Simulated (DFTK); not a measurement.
Write the native input for DFTK 0.8.2 that does the following.

```yaml
Task: single point
Functional: PBEsol
Potentials_or_basis: dojo.nc.sr.pbesol.v0_4_1.standard.upf (PBEsol)
Cutoff: 1143 eV
k_mesh: 9 × 9 × 9
Occupations: fermi-dirac, width 0.05 eV
Spin: no spin polarisation
Valence_electrons: Hf 12, O 6
SCF_tolerance_on_the_density: 1e-06
```

The system is HfO2.

```xyz
3
Lattice="0.0000 2.5575 2.5575 2.5575 0.0000 2.5575 2.5575 2.5575 0.0000" Properties=species:S:1:pos:R:3 pbc="T T T"
Hf    0.0000    0.0000    0.0000
O     3.8363    3.8363    3.8363
O     1.2788    1.2788    1.2788
```

Measurements of this composition are mostly on another form, of space group No. 14.

The input as run:

run.jl

```julia
using DFTK
using PseudoPotentialData
using Unitful, UnitfulAtomic
using LinearAlgebra, Printf
include("save.jl")
disable_threading()

# lattice vectors are the columns
lattice = austrip(1u"Å") * [           0.0         2.5575         2.5575;
                   2.5575            0.0         2.5575;
                   2.5575         2.5575            0.0]
symbols   = [:Hf, :O, :O]
positions = [[0.0, 0.0, 0.0],
             [0.75, 0.75, 0.75],
             [0.25, 0.25, 0.25]]
pseudopotentials = PseudoFamily("dojo.nc.sr.pbesol.v0_4_1.standard.upf")
elements = Dict(s => ElementPsp(s, pseudopotentials) for s in unique(symbols))
atoms    = [elements[s] for s in symbols]

build_model(lattice, positions; symmetries=true) =
    model_DFT(lattice, atoms, positions;
              functionals=PBEsol(),
              temperature=austrip(0.05u"eV"),
              smearing=Smearing.FermiDirac(),
              symmetries)
Ecut  = 42.0  # hartree
kgrid = [9, 9, 9]
tol   = 1e-6
to_GPa = ustrip(uconvert(u"GPa", 1u"hartree/bohr^3"))

model = build_model(lattice, positions)
basis = PlaneWaveBasis(model; Ecut, kgrid)
display(basis)
scfres = self_consistent_field(basis;
                               tol,
                               nbandsalg=AdaptiveBands(model; n_bands_converge=17))
display(scfres.energies)
@printf "Fermi level: %.6f eV\n" ustrip(auconvert(u"eV", something(scfres.εF, NaN)))
forces = compute_forces_cart(scfres)
println("Forces (eV/Å)")
for (s, f) in zip(symbols, forces)
    @printf "%-3s %12.6f %12.6f %12.6f\n" s ustrip.(auconvert.(u"eV/Å", f))...
end
stress = compute_stresses_cart(scfres)
println("Stress (GPa)")
display(round.(stress * to_GPa; digits=4))
println("Levels at the first k-point (eV): ", round.(ustrip.(auconvert.(u"eV", scfres.eigenvalues[1][1:scfres.n_bands_converge])); digits=4))
save_scf!(scfres; forces, stress)
```

Potentials or basis: dojo.nc.sr.pbesol.v0_4_1.standard.upf (PBEsol).

Run with:

```bash
$ julia --threads=1 run.jl  # save.jl only writes the numbers to a file and isn't shown; printed stress counts tension as positive; times include loading and compiling
```

Results of the run:

- Pressure: -13.1 GPa
- Band gap on the k mesh: 3.75 eV, indirect (least direct gap 3.87 eV)

Caveat: spin-orbit coupling is left out, which moves the levels of the heavy elements; an odd mesh through Γ misses points on the zone boundary, where band edges often lie.

It took 2.4 min on 1 thread of Intel(R) Xeon(R) 6975P-C (Granite Rapids), with other jobs on the host, peak memory 1.9 GiB.
